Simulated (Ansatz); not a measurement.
## Relaxation path: PbS (zincblende type)

DFT, PBE, PAW with Ansatz's default frozen-core files, scalar-relativistic (Ansatz 0.2.0); a Γ-centred 11×11×11 k mesh, Fermi–Dirac smearing of 0.05 eV, no spin polarisation. The run relaxes cell and atoms at a target pressure of 11 GPa.

Command: `ansatz run input.yaml --threads 1 --pin off --max-ram 3584MiB --backend cpu --events-out ev --progress --plain --runs-dir out` It took 19 s on 1 thread of Intel(R) Xeon(R) 6975P-C (Granite Rapids), with other jobs on the host, peak memory 0.42 GiB.

PAW: frozen-core files, cutoff 420 eV; forces are relaxed below 0.005 eV/Å.

Each step lists its enthalpy F + pV a cell above the last geometry, the pressure, the cell vectors (Å), and Cartesian positions (Å) with forces (eV/Å).

The first step:

```
step 1  dH = 190.18 meV  P = 21.2 GPa
  cell 0.0000 2.9882 2.9882  2.9882 0.0000 2.9882  2.9882 2.9882 0.0000
  Pb 0.0000 0.0000 0.0000   0.0000 0.0000 0.0000
  S 1.4941 1.4941 1.4941   0.0000 0.0000 0.0000
```

Spin–orbit coupling is left out, which matters for the heavy atoms.

**Question.** Where does the relaxation end, and by which steps?

**Answer.** After 4 geometries, with conventional a, b, c = 6.208, 6.208, 6.208 Å, at 29.911 Å³/atom (+12.09 % against the start) in space group F-43m, with a shortest distance of 2.688 Å. The further steps:
```
step 2  dH = 11.67 meV  P = 8.93 GPa
  cell 0.0000 3.1339 3.1339  3.1339 0.0000 3.1339  3.1339 3.1339 0.0000
  Pb 0.0000 0.0000 0.0000   0.0000 0.0000 0.0000
  S 1.5670 1.5670 1.5670   0.0000 0.0000 0.0000
step 3  dH = 0.17 meV  P = 10.75 GPa
  cell 0.0000 3.1074 3.1074  3.1074 0.0000 3.1074  3.1074 3.1074 0.0000
  Pb 0.0000 0.0000 0.0000   0.0000 0.0000 0.0000
  S 1.5537 1.5537 1.5537   0.0000 0.0000 0.0000
step 4  dH = 0.00 meV  P = 10.99 GPa
  cell 0.0000 3.1042 3.1042  3.1042 0.0000 3.1042  3.1042 3.1042 0.0000
  Pb 0.0000 0.0000 0.0000   0.0000 0.0000 0.0000
  S 1.5521 1.5521 1.5521   0.0000 0.0000 0.0000
step 5  dH = -0.65 meV  P = 10.99 GPa  (same geometry on a basis chosen anew; earlier energies don't compare to the last digit)
  cell 0.0000 3.1042 3.1042  3.1042 0.0000 3.1042  3.1042 3.1042 0.0000
  Pb 0.0000 0.0000 0.0000   0.0000 0.0000 0.0000
  S 1.5521 1.5521 1.5521   0.0000 0.0000 0.0000
```
